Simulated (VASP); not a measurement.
# BN (Qingsongite): how cutoff and mesh change the relaxed cell, part 2 of 2

How far does the relaxed cell of BN (Qingsongite) depend on cutoff and k mesh? The starting structure is a measured crystal structure from the Crystallography Open Database. The first relaxation on each setting starts from this cell expanded by 3 % in volume.

VASP 6.6.1.

Results so far: reference 5.87 Å³ an atom; a cutoff of 400 eV 5.78 Å³ an atom; a 6×6×6 mesh 5.87 Å³ an atom.

## (5) Relaxation with a cutoff of 680 eV

Level of this step: PBEsol; plane waves and PAW (N, B) (VASP).

Against step 2 the input has ENCUT = 680. This run starts from the cell of an earlier relaxation, which isn't shown; the restart sets up the plane waves anew.

The input, INCAR:

```
SYSTEM = BN
PREC = Accurate
ENCUT = 680
EDIFF = 1E-06
NELM = 100
ISMEAR = 0
SIGMA = 0.03
LREAL = .FALSE.
ALGO = Normal
GGA = PS
NBANDS = 10
LORBIT = 11
LWAVE = .FALSE.
LCHARG = .FALSE.
KPAR = 4
IBRION = 2
NSW = 50
ISIF = 3
EDIFFG = -0.006
```

The input, POSCAR:

```
BN
1.0
    0.0000000000      1.8034927487      1.8034927487
    1.8034927487      0.0000000000      1.8034927487
    1.8034927487      1.8034927487      0.0000000000
N B
1 1
Direct
    0.7500000000      0.7500000000      0.7500000000
    0.0000000000      0.0000000000      0.0000000000
```

The input, KPOINTS:

```
Automatic mesh
0
Gamma
10 10 10
0 0 0
```

PAW data sets: N and B (PBE family, release 64).

On the command line:

```bash
$ mpirun -np 4 vasp_std
```

What it wrote:

```text
[... set-up lines as in an earlier step ...]
 entering main loop
       N       E                     dE             d eps       ncg     rms          rms(c)
DAV:   1     0.195983218296E+02    0.19598E+02   -0.59271E+03   964   0.979E+02
DAV:   2    -0.185704947529E+02   -0.38169E+02   -0.36123E+02  1132   0.226E+02
DAV:   3    -0.193107198597E+02   -0.74023E+00   -0.73895E+00  1118   0.272E+01
DAV:   4    -0.193119525303E+02   -0.12327E-02   -0.12326E-02  1062   0.122E+00
[...]
DAV:  10    -0.183543449964E+02   -0.17824E-04   -0.57996E-05  1038   0.818E-02    0.133E-02
DAV:  11    -0.183543467621E+02   -0.17657E-05   -0.37930E-06  1082   0.166E-02    0.699E-03
DAV:  12    -0.183543468265E+02   -0.64356E-07   -0.91522E-07   560   0.746E-03
   1 F= -.18354347E+02 E0= -.18354347E+02  d E =-.183543E+02
[...]
reached required accuracy - stopping structural energy minimisation
```

Wall time 4.8 s (4 MPI ranks of Intel Xeon Platinum 8375C at 2.90GHz (Ice Lake), shared host); peak memory 0.48 GiB; 16 s of CPU time.

Parts of OUTCAR (step 5):

```text
  Total       -0.0080885     -0.0080885     -0.0080885      0.0000000      0.0000000      0.0000000
  in kB       -1.1046058     -1.1046058     -1.1046058      0.0000000      0.0000000      0.0000000
  external PRESSURE =      -1.1046058 kB  Pullay stress =       0.0000000 kB

 POSITION                                       TOTAL-FORCE (eV/Angst)
 -----------------------------------------------------------------------------------
      2.70524      2.70524      2.70524        -0.000000     -0.000000     -0.000000
      0.00000      0.00000      0.00000         0.000000      0.000000      0.000000
 -----------------------------------------------------------------------------------
    total drift:                               -0.000000     -0.000000     -0.000000

  FREE ENERGIE OF THE ION-ELECTRON SYSTEM (eV)
  ---------------------------------------------------
  free  energy   TOTEN  =       -18.3543468265 eV

  energy  without entropy=      -18.3543468265  energy(sigma->0) =      -18.35434683

[... 2 parts as in an earlier step ...]

[... 2 further parts left out ...]
[key lines of the parts left out:]
E-fermi :   7.6485
```

With a cutoff of 680 eV the cell ends at 5.866 Å³ an atom, -0.06 % from the reference; the bulk modulus is 387.9 GPa against 387.3 GPa.

## (6) Relaxation with a 14×14×14 mesh

Against step 2 the input has a 14×14×14 mesh. This run starts from the cell of an earlier relaxation, which isn't shown; the restart sets up the plane waves anew.

Edit INCAR of step 5 so:

```diff
@@ -2,3 +2,3 @@
 PREC = Accurate
-ENCUT = 680
+ENCUT = 520
 EDIFF = 1E-06
```

The input, POSCAR:

```
BN
1.0
    0.0000000000      1.8038744925      1.8038744925
    1.8038744925      0.0000000000      1.8038744925
    1.8038744925      1.8038744925      0.0000000000
N B
1 1
Direct
    0.7500000000      0.7500000000      0.7500000000
    0.0000000000      0.0000000000      0.0000000000
```

The input, KPOINTS:

```
Automatic mesh
0
Gamma
14 14 14
0 0 0
```

On the command line:

```bash
$ mpirun -np 4 vasp_std
```

What it wrote:

```text
[... set-up lines as in an earlier step ...]
 entering main loop
       N       E                     dE             d eps       ncg     rms          rms(c)
DAV:   1     0.100583298848E+02    0.10058E+02   -0.51013E+03  2152   0.802E+02
DAV:   2    -0.188041723679E+02   -0.28863E+02   -0.28150E+02  2462   0.172E+02
DAV:   3    -0.193007641940E+02   -0.49659E+00   -0.49593E+00  2456   0.203E+01
DAV:   4    -0.193013879738E+02   -0.62378E-03   -0.62376E-03  2254   0.777E-01
[...]
DAV:  10    -0.183469309677E+02   -0.17361E-04   -0.61554E-05  2342   0.732E-02    0.129E-02
DAV:  11    -0.183469327520E+02   -0.17843E-05   -0.49548E-06  2346   0.173E-02    0.821E-03
DAV:  12    -0.183469327313E+02    0.20694E-07   -0.12262E-06  1180   0.790E-03
   1 F= -.18346933E+02 E0= -.18346933E+02  d E =-.183469E+02
[...]
reached required accuracy - stopping structural energy minimisation
```

The job ended after 6 s (4 MPI ranks; peak memory 0.47 GiB).

OUTCAR, selected parts (step 6):

```text
  Total       -0.0030884     -0.0030884     -0.0030884     -0.0000000      0.0000000      0.0000000
  in kB       -0.4215005     -0.4215005     -0.4215005     -0.0000000      0.0000000      0.0000000
  external PRESSURE =      -0.4215005 kB  Pullay stress =       0.0000000 kB

 POSITION                                       TOTAL-FORCE (eV/Angst)
 -----------------------------------------------------------------------------------
      2.70581      2.70581      2.70581         0.000000      0.000000      0.000000
      0.00000      0.00000      0.00000        -0.000000     -0.000000      0.000000
 -----------------------------------------------------------------------------------
    total drift:                               -0.000000     -0.000000     -0.000000

  FREE ENERGIE OF THE ION-ELECTRON SYSTEM (eV)
  ---------------------------------------------------
  free  energy   TOTEN  =       -18.3469327313 eV

  energy  without entropy=      -18.3469327313  energy(sigma->0) =      -18.34693273

[... 1 part as in an earlier step ...]

[... 3 further parts left out ...]
[key lines of the parts left out:]
E-fermi :   7.6538
```

With a 14×14×14 mesh the cell ends at 5.870 Å³ an atom, +0.00 % from the reference; the bulk modulus is 387.4 GPa against 387.3 GPa.

## (7) Comparison

```csv
run,volume (Å³/atom),change (%),bulk modulus (GPa),pressure left (GPa),core minutes
reference,5.87,-,387.3,-0.05,0.573
a cutoff of 400 eV,5.775,-1.61,405.3,0.0,0.773
a 6×6×6 mesh,5.87,0.01,387.5,-0.05,0.467
a cutoff of 680 eV,5.866,-0.06,387.9,-0.11,0.907
a 14×14×14 mesh,5.87,0.0,387.4,-0.04,1.19
```

Core minutes are wall time times ranks, summed over the relaxations behind a row (those for a bulk modulus apart), on shared hosts.

## (8) Summary of results

```json
{"volume of the reference": "5.870 Å³/atom", "volume against the reference, a cutoff of 400 eV": "-1.61 %", "volume against the reference, a 6×6×6 mesh": "+0.01 %", "volume against the reference, a cutoff of 680 eV": "-0.06 %", "volume against the reference, a 14×14×14 mesh": "+0.00 %"}
```

The volume moves most with a cutoff of 400 eV: -1.61 % against the reference (520 eV, 10×10×10 mesh). On finer settings it changes by -0.06 % with a cutoff of 680 eV and +0.00 % with a 14×14×14 mesh. The relaxations stop with up to 0.11 GPa left, which at the bulk modulus found here is 0.03 % of the volume. That understates it: a restart alone still moved the volume by up to 0.4 %. A cell that shrinks at the lower cutoff is the usual mark of Pulay stress, the error that a plane-wave basis makes when it is kept while the volume changes. The bulk modulus is more sensitive: it changes by +4.6 % with a cutoff of 400 eV. Further runs on this material are not shown.

[Lines on the potential files, build, host, timing and source positions are cut from VASP's logs without a mark.]

[Logs are printed without paths, hosts, clocks, repeated set-up lines and the standing remarks that a program may print on its own settings, such as how far it seeks lower states.]

[Hosts, paths, dates, database ids (printed as entryN), source tags and the programs' standing remarks are cut or masked in the printed files.]
